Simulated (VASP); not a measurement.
Runs of VASP 6.6.1 on SiC. Symmetry: F-43m, No. 216, cubic system. The conventional cell has a = 4.360 Å, b = 4.360 Å, c = 4.360 Å, α = 90.00°, β = 90.00°, γ = 90.00°. C (site symmetry -43m) has 4 Si at 1.89 Å as nearest neighbours. Si (site symmetry -43m) is surrounded by 4 C at 1.89 Å. The cell was built by a generator and isn't the measured one.

| cell | P gpa | target pressure | gap on the mesh (eV) | pressure (GPa) |
| --- | --- | --- | --- | --- |
| relaxed to 20 GPa | 20 | 20 GPa | 1.24 | 19.9 |
| relaxed | 0 | - | 1.30 | 0.0 |
| relaxed to 45 GPa | 45 | 45 GPa | (a) | 45.0 |
| relaxed to 75 GPa | 75 | 75 GPa | 1.09 | 75.1 |

Alike in all rows: task relaxation of cell and atoms; level PBEsol; potentials or basis VASP PAW PBE potentials, release 64 (C, Si); no spin polarisation; k mesh 13 × 13 × 13; cutoff (eV) 600; smearing fermi-dirac 0.05 eV.

Q: Fill in the values left out.

A: (a) 1.16.

Caveats: the PAW data sets were made with another functional, which shifts forces and pressure a little; an odd mesh through Γ misses points on the zone boundary, where band edges often lie; the cell is relaxed towards a set pressure, so the enthalpy falls and the energy may rise (some runs).
